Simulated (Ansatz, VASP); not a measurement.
# NaI: VASP beside Ansatz

INCAR

```
SYSTEM = NaI
PREC = Accurate
ENCUT = 520
EDIFF = 1E-6
ISMEAR = -1
SIGMA = 0.02
LREAL = .False.
LASPH = .True.
NELM = 100
ALGO = Normal
ISIF = 2
LWAVE = .False.
LCHARG = .False.
GGA = PE
NBANDS = 14
```

Contents of KPOINTS:

```
regular mesh
0
Gamma
  6 6 6
  0 0 0
```

POSCAR

```
NaI
1.0
    4.0526221405     -0.1333738751     -0.1333738751
   -0.1333738751      4.0526221405     -0.1333738751
   -0.1333738751     -0.1333738751      4.0526221405
Na I
1 1
Direct
    0.0000000000      0.0000000000      0.0000000000
    0.5000000000      0.5000000000      0.5000000000
```

Input for Ansatz:

```yaml
crystal:
  lattice:
    - [4.0526221405, -0.1333738751, -0.1333738751]
    - [-0.1333738751, 4.0526221405, -0.1333738751]
    - [-0.1333738751, -0.1333738751, 4.0526221405]
  atoms:
    - { symbol: Na, position: [0.0, 0.0, 0.0] }
    - { symbol: I, position: [0.5, 0.5, 0.5] }
kpoints:
  mp_grid: { grid: [6, 6, 6] }
  band_path:
    path: [[0.0, 0.0, 0.0], [0.0, 0.5, 0.0], [0.5, 0.5, 0.0], [0.5, 0.5, 0.5]]
    npoints: 1
hamiltonian:
  xc: pbe
scf:
  occupations: { method: fermi_dirac, width: 0.02 }
  n_extra_bands: 4
output:
  forces: true
  stress: true
  eigenvalues: true
```

Change from the starting cell: epitaxial_111 strain +3.6%.

Alike in both runs: task single point; functional PBE; k mesh 6 × 6 × 6; occupations fermi-dirac, width 0.02 eV; no spin polarisation.

```csv
,VASP,Ansatz
version,VASP 6.6.1,Ansatz 0.2.0
potentials or method,"VASP PAW PBE potentials, release 64 (Na_pv, I)","plane waves, PAW"
plane-wave cutoff (eV),520,420
valence electrons in the cell,14,26
```

```tsv
	VASP	Ansatz	Ansatz less VASP
gap on the k mesh at the Fermi level (eV)	2.37	2.37	+0.003
pressure (GPa)	0.3	0.3	-0.01
```

The two sets of potentials don't hold the same shells in valence.

Caveats: spin-orbit coupling is left out, which moves the levels of the heavy elements. A k mesh can miss the band edges.
